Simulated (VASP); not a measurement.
# InSb2As3 (P3m1) in VASP: density of states with PBE

Aim: the density of states of InSb2As3 with PBE.

All numbers are computed with VASP 6.6.1; they aren't measurements. Logs are shortened: lines on timing, memory, paths and dates and some standing lists are left out, and cuts for length are marked.

## 1. Starting point

It takes space group P3m1 (No. 156, trigonal). The conventional cell has a = 4.142 Å, b = 4.142 Å, c = 11.147 Å, α = 90.00°, β = 90.00°, γ = 120.00°. Around In (site symmetry 3m) lie 3 As at 2.60 Å. Sb (site symmetry 3m) is surrounded by 3 As at 2.78 Å. Sb (site symmetry 3m) has 3 As at 2.79 Å as nearest neighbours. As (site symmetry 3m) is surrounded by 3 In at 2.60 Å. As (site symmetry 3m) is surrounded by 3 Sb at 2.79 Å and 3 As at 3.12 Å. As (site symmetry 3m) has 3 Sb at 2.78 Å and 3 As at 3.12 Å as nearest neighbours.

The cell was built by a generator and needn't be a form met in nature.

## 2. Density of states, PBE

The input, POSCAR:

```
InSb2As3                                
1.0
    4.1423535159     -0.0000000000      0.0000000000
   -2.0711767580      3.5873833751     -0.0000000000
   -0.0000000000      0.0000000000     11.1466266726
  In              Sb              As            
     1     2     3
Direct
     0.0000000000000000    1.0000000000000000    0.5471785839893974
     0.3333333300000021    0.6666666699999979    0.7812609013918629
     0.3333333300000021    0.6666666699999979    0.2178501120721104
     0.6666666699999979    0.3333333300000021    0.4555121993174749
     0.6666666699999979    0.3333333300000021    0.0891133627721472
     0.0000000000000000    1.0000000000000000    0.9091820104570038
```

The input, INCAR.step1:

```
SYSTEM = InSb2As3
PREC = Accurate ; ENCUT = 520
EDIFF = 1E-6 ; ISMEAR = 0
SIGMA = 0.1 ; LREAL = .False.
LASPH = .True. ; NELM = 60
ALGO = Fast ; ISIF = 2
LWAVE = .False. ; LCHARG = .True.
GGA = PE ; NBANDS = 28
KPAR = 4
```

The input, KPOINTS.step1:

```
regular mesh
0
Gamma
  8 8 4
  0 0 0
```

The input, INCAR.step2:

```
SYSTEM = InSb2As3
PREC = Accurate ; ENCUT = 520
EDIFF = 1E-6 ; ISMEAR = -5
SIGMA = 0.1 ; LREAL = .False.
LASPH = .True. ; NELM = 60
ALGO = Fast ; ISIF = 2
LWAVE = .False. ; LCHARG = .False.
GGA = PE ; LORBIT = 11
NBANDS = 28 ; KPAR = 4
NEDOS = 2001 ; ICHARG = 11
```

The input, KPOINTS.step2:

```
regular mesh
0
Gamma
  12 12 6
  0 0 0
```

Potentials or basis: VASP PAW PBE potentials, release 64 (In_d, Sb, As).

Launch:

```sh
cat potpaw_PBE.64/In_d/POTCAR potpaw_PBE.64/Sb/POTCAR potpaw_PBE.64/As/POTCAR > POTCAR
cp INCAR.step1 INCAR
cp KPOINTS.step1 KPOINTS
mpirun -np 4 vasp_std > vasp.out
cp INCAR.step2 INCAR
cp KPOINTS.step2 KPOINTS
mpirun -np 4 vasp_std > vasp.out
```

OUTCAR:

```text
SYSTEM = InSb2As3
   PREC = Accurate
   ENCUT = 520
   EDIFF = 1E-6
   ISMEAR = -5
   LREAL = .False.
   LASPH = .True.
   NELM = 60
   ISIF = 2
   GGA = PE
   LORBIT = 11
   ICHARG = 11

 ion  position               nearest neighbor table
   1  0.000  0.000  0.547-   4 2.60   4 2.60   4 2.60   2 3.54   2 3.54   2 3.54
   2  0.333  0.667  0.781-   6 2.78   6 2.78   6 2.78   1 3.54   1 3.54   1 3.54
   3  0.333  0.667  0.218-   5 2.79   5 2.79   5 2.79
   4  0.667  0.333  0.456-   1 2.60   1 2.60   1 2.60
   5  0.667  0.333  0.089-   3 2.79   3 2.79   3 2.79
   6  0.000  0.000  0.909-   2 2.78   2 2.78   2 2.78

  LATTYP: Found a hexagonal cell.
 ALAT       =     4.1423535159
 C/A-ratio  =     2.6908921776

  Lattice vectors:

 A1 = (   4.1423535159,   0.0000000000,   0.0000000000)
 A2 = (  -2.0711767580,   3.5873833751,   0.0000000000)
 A3 = (   0.0000000000,   0.0000000000,  11.1466266726)

Analysis of symmetry for initial positions (statically):
=====================================================================
 Subroutine PRICEL returns:
 Original cell was already a primitive cell.

 Routine SETGRP: Setting up the symmetry group for a
 hexagonal supercell.

 Subroutine GETGRP returns: Found  6 space group operations
 (whereof  6 operations were pure point group operations)
 out of a pool of 24 trial point group operations.

The static configuration has the point symmetry C_3v.

Analysis of symmetry for dynamics (positions and initial velocities):
=====================================================================
 Subroutine PRICEL returns:
 Original cell was already a primitive cell.

 Routine SETGRP: Setting up the symmetry group for a
 hexagonal supercell.

 Subroutine GETGRP returns: Found  6 space group operations
 (whereof  6 operations were pure point group operations)
 out of a pool of 24 trial point group operations.

The dynamic configuration has the point symmetry C_3v.

 Subroutine INISYM returns: Found  6 space group operations
 (whereof  6 operations are pure point group operations),
 and found     1 'primitive' translations

----------------------------------------------------------------------------------------

                                     Primitive cell

  volume of cell :     165.6412

  direct lattice vectors                    reciprocal lattice vectors
     4.142353516  0.000000000  0.000000000     0.241408657  0.139377353  0.000000000
    -2.071176758  3.587383375  0.000000000     0.000000000  0.278754707  0.000000000
     0.000000000  0.000000000 11.146626673     0.000000000  0.000000000  0.089713241

  length of vectors
     4.142353516  4.142353515 11.146626673     0.278754706  0.278754707  0.089713241

  position of ions in fractional coordinates (direct lattice)
     0.000000000  0.000000000  0.547178584
     0.333333330  0.666666670  0.781260901
     0.333333330  0.666666670  0.217850112
     0.666666670  0.333333330  0.455512199
     0.666666670  0.333333330  0.089113363
     0.000000000  0.000000000  0.909182010

  ion indices of the primitive-cell ions
   primitive index   ion index
                 1           1
                 2           2
                 3           3
                 4           4
                 5           5
                 6           6

----------------------------------------------------------------------------------------

 KPOINTS: regular mesh

Automatic generation of k-mesh.
 Grid dimensions read from file:
 generate k-points for:   12   12    6

 Generating k-lattice:

  Cartesian coordinates                     Fractional coordinates (reciprocal lattice)
     0.020117388  0.011614779  0.000000000     0.083333333  0.000000000  0.000000000
     0.000000000  0.023229559  0.000000000     0.000000000  0.083333333  0.000000000
     0.000000000  0.000000000  0.014952207     0.000000000  0.000000000  0.166666667

  Length of vectors
     0.023229559  0.023229559  0.014952207

  Shift w.r.t. Gamma in fractional coordinates (k-lattice)
     0.000000000  0.000000000  0.000000000

 TETIRR: Found   1229 inequivalent tetrahedra from     5184

 Subroutine IBZKPT returns following result:
 ===========================================

 Found    100 irreducible k-points:

 Following reciprocal coordinates:
            Coordinates               Weight
  0.000000  0.000000  0.000000      1.000000
  0.083333  0.000000  0.000000      6.000000
  0.166667  0.000000  0.000000      6.000000
  0.250000  0.000000  0.000000      6.000000
  0.333333  0.000000  0.000000      6.000000
  0.416667  0.000000  0.000000      6.000000
[... 16 lines left out ...]
  0.166667  0.000000  0.166667      6.000000
  0.000000  0.166667  0.166667      6.000000
 [... further k-points ...]
   k-points           NKPTS =    100   k-points in BZ     NKDIM =    100   number of bands    NBANDS=     28
   number of dos      NEDOS =   2001   number of ions     NIONS =      6
   total plane-waves  NPLWV =  86016
   dimension x,y,z NGX =    32 NGY =   32 NGZ =   84
   dimension x,y,z NGXF=    64 NGYF=   64 NGZF=  168
   ions per type =               1   2   3
   NGX,Y,Z   is equivalent  to a cutoff of  12.84, 12.84, 12.53 a.u.
   NGXF,Y,Z  is equivalent  to a cutoff of  25.69, 25.69, 25.06 a.u.
 SYSTEM =  InSb2As3
   PREC   = accura    normal or accurate (medium, high low for compatibility)
   ISTART =      0    job   : 0-new  1-cont  2-samecut
   ICHARG =     11    charge: 1-file 2-atom 10-const
   ISPIN  =      1    spin polarized calculation?
   LNONCOLLINEAR =      F non collinear calculations
   LSORBIT =      F    spin-orbit coupling
   LASPH  =      T    aspherical Exc in radial PAW
   ENCUT  =  520.0 eV  38.22 Ry    6.18 a.u.   7.70  7.70 20.73*2*pi/ulx,y,z
   NELM   =     60;   NELMIN=  2; NELMDL=  0     # of ELM steps
   EDIFF  = 0.1E-05   stopping-criterion for ELM
   LREAL  =      F    real-space projection
   EDIFFG = 0.1E-04   stopping-criterion for IOM
   NSW    =      0    number of steps for IOM
   IBRION =     -1    ionic relax: 0-MD 1-quasi-New 2-CG
   NFREE  =      0    steps in history (QN), initial steepest desc. (CG)
   ISIF   =      2    stress and relaxation
   ISYM   =      2    0-nonsym 1-usesym 2-fastsym
   POTIM  = 0.5000    time-step for ionic-motion
   TEBEG  =    0.0;   TEEND  =   0.0 temperature during run
   PSTRESS=    0.0 pullay stress
   NELECT =      38.0000    total number of electrons
   NUPDOWN=      -1.0000    fix difference up-down
   EMIN   =  10.00;   EMAX   =-10.00  energy-range for DOS
   EFERMI =   0.00;   METHOD = LEGACY
   ISMEAR =    -5;   SIGMA  =   0.10  broadening in eV -4-tet -1-fermi 0-gaus
   EFERMI_NEDOS =   21; number of points for ismear=-14 and -15
   IALGO  =     68    algorithm
   IMIX   =      4    mixing-type and parameters
     AMIX     =   0.40;   BMIX     =  1.00
     AMIX_MAG =   1.60;   BMIX_MAG =  1.00
  volume/ion in A,a.u.               =      27.61       186.30
  Fermi-wavevector in a.u.,A,eV,Ry     =   1.002182  1.893849 13.665264  1.004369
  Thomas-Fermi vector in A             =   2.134652
   LORBIT       =     11    0 simple, 1 ext, 2 COOP (PROOUT), +10 PAW based schemes
   GGA     = PE    functional components
   LHFCALC =     F    Hartree Fock is set to
   AEXX    =    0.0000 exact exchange contribution
   IVDW    =     0    specifies the selected vdW correction
   LEPSILON=     F    determine dielectric tensor
   LRPA    =     F    only Hartree local field effects (RPA)
 non-spin polarized calculation
 RMM-DIIS sequential band-by-band and
 Fermi weights with tetrahedron method with Bloechl corrections
  energy-cutoff  :      520.00
  volume of cell :      165.64
 maximum number of plane-waves:      4506
 NGX is ok and might be reduce to    32

 number of electron      38.0000013 magnetization

 Free energy of the ion-electron system (eV)
  ---------------------------------------------------
  ext. energy  EPLUGINS =         0.00000000
  ---------------------------------------------------
  free energy    TOTEN  =       -24.37069934 eV

  energy without entropy =      -24.37069934  energy(sigma->0) =      -24.37069934

 E-fermi :   5.3041     XC(G=0):  -9.3923

 val. band max:        5.3422909769   @ k =   0.0833   0.0000   0.1667
 cond. band min:       5.2276609614   @ k =   0.3333   0.2500   0.0000
 fundamental gap:     -0.1146300155
 Fermi energy:         5.3041287998

 k-point     1 :       0.0000    0.0000    0.0000
  band No.  band energies     occupation
      1      -9.2804      2.00000
      2      -9.2339      2.00000
      3      -9.2339      2.00000
      4      -9.1257      2.00000
      5      -9.1257      2.00000
      6      -7.8185      2.00000
[... 20 lines left out ...]
     27       9.4453      0.00000
     28       9.7892      0.00000

 k-point     2 :       0.0833    0.0000    0.0000
  band No.  band energies     occupation
      1      -9.2858      2.00000
      2      -9.2340      2.00000
      3      -9.2325      2.00000
      4      -9.1269      2.00000
      5      -9.1229      2.00000
      6      -7.7506      2.00000
[... 20 lines left out ...]
     27       9.1523      0.00000
     28      10.0578      0.00000

 k-point     3 :       0.1667    0.0000    0.0000
  band No.  band energies     occupation
      1      -9.3042      2.00000
      2      -9.2305      2.00000
      3      -9.2295      2.00000
      4      -9.1301      2.00000
      5      -9.1147      2.00000
      6      -7.5494      2.00000
[... 616 lines left out ...]
      3      -9.2295      2.00000
      4      -9.1301      2.00000
      5      -9.1147      2.00000
      6      -7.5454      2.00000
[... 20 lines left out ...]
     27       9.3297      0.00000
     28      10.4666      0.00000

 k-point    24 :       0.0000    0.1667    0.1667
  band No.  band energies     occupation
      1      -9.3042      2.00000
      2      -9.2305      2.00000
      3      -9.2295      2.00000
      4      -9.1301      2.00000
      5      -9.1147      2.00000
      6      -7.5450      2.00000
[... 20 lines left out ...]
     27       9.2234      0.00000
     28      10.0479      0.00000

 [... further k-points ...]

------------------------ aborting loop because EDIFF is reached ----------------------------------------

  FORCE on cell =-STRESS in cart. coord.  units (eV):
  Direction    XX          YY          ZZ          XY          YZ          ZX
  --------------------------------------------------------------------------------------
  -------------------------------------------------------------------------------------
  Total        0.0515405      0.0515405      0.0497546     -0.0000000      0.0000000      0.0000000
  in kB        0.4985296      0.4985296      0.4812552     -0.0000000      0.0000000      0.0000000
  external PRESSURE =       0.4927715 kB  Pullay stress =       0.0000000 kB

 VOLUME and BASIS-vectors are now :
 -----------------------------------------------------------------------------
  energy-cutoff  :      520.00
  volume of cell :      165.64
      direct lattice vectors                 reciprocal lattice vectors
     4.142353516  0.000000000  0.000000000     0.241408657  0.139377353  0.000000000
    -2.071176758  3.587383375  0.000000000     0.000000000  0.278754707  0.000000000
     0.000000000  0.000000000 11.146626673     0.000000000  0.000000000  0.089713241

 POSITION                                       TOTAL-FORCE (eV/Angst)
 -----------------------------------------------------------------------------------
      0.00000      0.00000      6.09920        -0.000000      0.000000     -0.021730
     -0.00000      2.39159      8.70842         0.000000     -0.000000      0.026970
     -0.00000      2.39159      2.42829        -0.000000      0.000000     -0.013862
      2.07118      1.19579      5.07742        -0.000000      0.000000      0.017674
      2.07118      1.19579      0.99331        -0.000000     -0.000000     -0.016384
      0.00000      0.00000     10.13431         0.000000     -0.000000      0.007331
 -----------------------------------------------------------------------------------
    total drift:                                0.000012     -0.000007     -0.000692

  FREE ENERGIE OF THE ION-ELECTRON SYSTEM (eV)
  ---------------------------------------------------
  free  energy   TOTEN  =       -24.3706993446 eV

  energy  without entropy=      -24.3706993446  energy(sigma->0) =      -24.37069934

 total charge

# of ion       s       p       d       tot
------------------------------------------
    1        0.894   0.645   9.882  11.421
    2        1.216   1.124   0.030   2.370
    3        1.239   1.069   0.030   2.338
    4        1.262   1.477   0.024   2.763
    5        1.297   1.340   0.032   2.669
    6        1.313   1.305   0.036   2.653
--------------------------------------------------
tot          7.219   6.960  10.035  24.214
```

Run time: 1.9 min. Hardware: 4 MPI ranks of Intel Xeon Platinum 8488C (Sapphire Rapids), shared host; peak memory 0.58 GiB.

What came out:

- Valence electrons inside the program's atomic spheres: In 11.42; Sb 2.37, 2.34; As 2.76, 2.67, 2.65

States per cell in windows of 1 eV (zero at the Fermi level; states under -8 eV left out):
```
from (eV)  total  As6_p  As5_p  Sb3_p  As4_p  Sb2_p  In1_p
     -8.0   0.61   0.00   0.01   0.00   0.00   0.00   0.00
     -7.0   0.15   0.00   0.00   0.00   0.00   0.00   0.00
     -6.0   1.31   0.03   0.01   0.01   0.13   0.04   0.02
     -5.0   2.38   0.19   0.17   0.11   0.09   0.12   0.03
     -4.0   3.58   0.31   0.28   0.21   0.16   0.24   0.09
     -3.0   4.05   0.32   0.31   0.29   0.24   0.28   0.12
     -2.0   4.22   0.25   0.31   0.26   0.49   0.24   0.21
     -1.0   2.49   0.13   0.19   0.14   0.34   0.16   0.12
      0.0   2.31   0.17   0.09   0.14   0.18   0.10   0.13
      1.0   3.86   0.29   0.19   0.36   0.14   0.37   0.09
      2.0   3.78   0.32   0.35   0.28   0.14   0.26   0.09
      3.0   3.58   0.30   0.42   0.30   0.11   0.18   0.16
      4.0   2.91   0.15   0.16   0.11   0.13   0.14   0.23
      5.0   1.53   0.10   0.07   0.05   0.08   0.08   0.09
      6.0   0.01   0.00   0.00   0.00   0.00   0.00   0.00
```

Caveat: tetrahedron occupations give inexact forces and stress in metals. The run has no spin-orbit coupling, so splittings on Sb are missing.
